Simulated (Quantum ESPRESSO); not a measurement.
Al:

```
Al
1.0
     0.00000    2.02481    2.02481
     2.02481    0.00000    2.02481
     2.02481    2.02481    0.00000
Al
1
Cartesian
  0.0000 0.0000 0.0000
```

```yaml
Program: Quantum ESPRESSO 7.5
Task: phonon dispersion
Functional: PBE
Potentials_or_basis: GBRV 1.5 PBE
Cutoff: 612 eV
Density_cutoff: 4898 eV
k_mesh: 12 × 12 × 12
Occupations: cold, width 0.2 eV
Spin: no spin polarisation
Mixing_beta: 0.5
Most_SCF_iterations: 120
SCF_threshold: 2e-10 Ry
q_mesh: 4 × 4 × 4
```

The cell and the atoms were relaxed first, to 16.53 Å³/atom (a = 2.859 Å, b = 2.859 Å, c = 2.859 Å, α = 60.00°, β = 60.00°, γ = 60.00°), and the response was taken there.

**Question.** What are the zero-point energy, and the vibrational entropy and heat capacity at 298.15 K?

**Answer.** Zero-point energy 38.0 meV/atom; entropy 3.32 k_B/atom (27.6 J/(K·mol of atoms)); Cv 2.75 k_B/atom, 92 % of the classical limit. These are harmonic values without the electrons' part.

Phonon frequencies at the corners of the path (cm⁻¹, interpolated; i marks imaginary ones):
| point | frequencies |
| --- | --- |
| Γ | 0 0 0 |
| X | 190 190 341 |
| W | 211 262 262 |
| K | 179 256 293 |
| L | 138 138 287 |
| U | 179 256 293 |

Harmonic thermodynamics per atom at this volume (zero-point energy 38.0 meV, Debye temperature from the second moment 397 K):
| T (K) | free energy (meV) | entropy (k_B) | heat capacity Cv (k_B) |
| --- | --- | --- | --- |
| 50 | 37.9 | 0.15 | 0.46 |
| 100 | 35.9 | 0.83 | 1.56 |
| 200 | 22.3 | 2.27 | 2.49 |
| 298.15 | -1.6 | 3.32 | 2.75 |
| 500 | -73.1 | 4.79 | 2.91 |
| 800 | -216.1 | 6.17 | 2.96 |

Phonon states per cell in windows of 20 cm⁻¹ (negative: imaginary):
| from (cm⁻¹) | total |
| --- | --- |
| 0 | 0.00 |
| 20 | 0.00 |
| 40 | 0.01 |
| 60 | 0.03 |
| 80 | 0.05 |
| 100 | 0.10 |
| 120 | 0.20 |
| 140 | 0.37 |
| 160 | 0.43 |
| 180 | 0.41 |
| 200 | 0.23 |
| 220 | 0.21 |
| 240 | 0.19 |
| 260 | 0.23 |
| 280 | 0.43 |
| 300 | 0.08 |
| 320 | 0.03 |
